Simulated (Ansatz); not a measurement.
# Formation energy of GaP

Method: PBEsol, scalar-relativistic; no spin polarisation; PAW, 420 eV, Γ-centred 10×10×10 mesh, 0.05 eV Gaussian smearing; code Ansatz. The datasets are Ansatz's generated set soft_2.

The chain of runs began from a cell as deposited in COD, expanded in volume.

The structure is cubic, space group F-43m (No. 216). The conventional cell has a = 5.438 Å, b = 5.438 Å, c = 5.438 Å, α = 90.00°, β = 90.00°, γ = 90.00°. Ga (site symmetry -43m) has 4 P at 2.35 Å as nearest neighbours. P (site symmetry -43m) is surrounded by 4 Ga at 2.35 Å. (Neighbours are counted to 15 % beyond the shortest distance.)

The elements were computed in their standard states with the same datasets, cutoff and functional. Absolute energies hang on the potentials; compare differences alone.

Energy of the relaxed cell (2 atoms, smearing extrapolated to zero): -4484.057 eV. Elements, in eV/atom: Ga -3743.203, P -740.037.

Q: What is the formation energy?

A: [-4484.057 − (1 × -3743.203 + 1 × -740.037)] / 2 = -0.41 eV/atom, or -39 kJ per mole of atoms.

The value is for 0 K, without zero-point energy. A negative value shows stability against the elements alone, not against other compounds or structures.

Formal charges Ga³⁺, P³⁻ balance and leave closed shells on every ion, so a band insulator is expected, and the gap is 1.45 eV.

Semilocal functionals underestimate band gaps, commonly by a third or more.
